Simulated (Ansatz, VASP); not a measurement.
## One calculation of LiF, two programs

INCAR

```
ALGO     = Normal         # electronic algorithm
EDIFF    = 1E-6           # SCF threshold, eV
EDIFFG   = -0.01          # ionic threshold
ENCUT    = 600            # plane-wave cutoff, eV
GGA      = PE             # functional
IBRION   = 2              # ionic algorithm
ISIF     = 3              # what is computed and relaxed
ISMEAR   = 0              # smearing method
LASPH    = T              # aspherical terms in the spheres
LCHARG   = F              # write CHGCAR
LREAL    = F              # projectors in reciprocal space
LWAVE    = F              # write WAVECAR
NELM     = 80             # most SCF steps
NSW      = 100            # ionic steps
PREC     = Accurate       # precision mode
SIGMA    = 0.02           # smearing width, eV
```

File KPOINTS:

```
k-points
0
Gamma
  10 10 10
```

Contents of POSCAR:

```
LiF
1.0
    0.0000000000      2.0343867978      2.0343867978
    2.0343867978      0.0000000000      2.0343867978
    2.0343867978      2.0343867978      0.0000000000
Li F
1 1
Direct
    0.5000000000      0.5000000000      0.5000000000
    0.0000000000      0.0000000000      0.0000000000
```

Input for Ansatz:

```yaml
crystal:
  lattice:
    - [0.0, 2.0343867978, 2.0343867978]
    - [2.0343867978, 0.0, 2.0343867978]
    - [2.0343867978, 2.0343867978, 0.0]
  atoms:
    - { symbol: Li, position: [0.5, 0.5, 0.5] }
    - { symbol: F, position: [0.0, 0.0, 0.0] }
basis:
  ecutwfc: 420
kpoints:
  mp_grid: { grid: [10, 10, 10] }
hamiltonian:
  xc: pbe
scf:
  occupations: { method: gaussian, width: 0.02 }
output:
  forces: true
  stress: true
  eigenvalues: true
relax:
  adjacent_minimum: "off"
  f_tol: 0.01
  max_steps: 80
  cell: { stress_tol: 0.05 }
```

Change from the starting cell: the structure that the rattled cell fell into.

Alike in both runs: task relaxation of cell and atoms; functional PBE; k mesh 10 × 10 × 10; occupations gaussian, width 0.02 eV; no spin polarisation.

|  | VASP | Ansatz |
| --- | --- | --- |
| version | VASP 6.6.1 | Ansatz 0.2.0 |
| potentials or method | VASP PAW PBE potentials, release 64 (Li_sv, F) | scalar-relativistic, plane waves, PAW |
| plane-wave cutoff (eV) | 600 | 420 |
| valence electrons in the cell | 10 | 10 |

```csv
,VASP,Ansatz,Ansatz less VASP
"gap on the k mesh at the Fermi level, each at its own relaxed structure (eV)",8.93,8.83,-0.105
relaxed volume (Å³/atom),8.32,8.42,+0.102
relaxed cell length with the largest relative difference (Å),2.865,2.877,+0.0117
```

Caveats: the cutoff is under 1.25 times the usual one of these potentials, so pressure, stress and relaxed cells hold a basis-set (Pulay) error (VASP). A k mesh can miss the band edges.
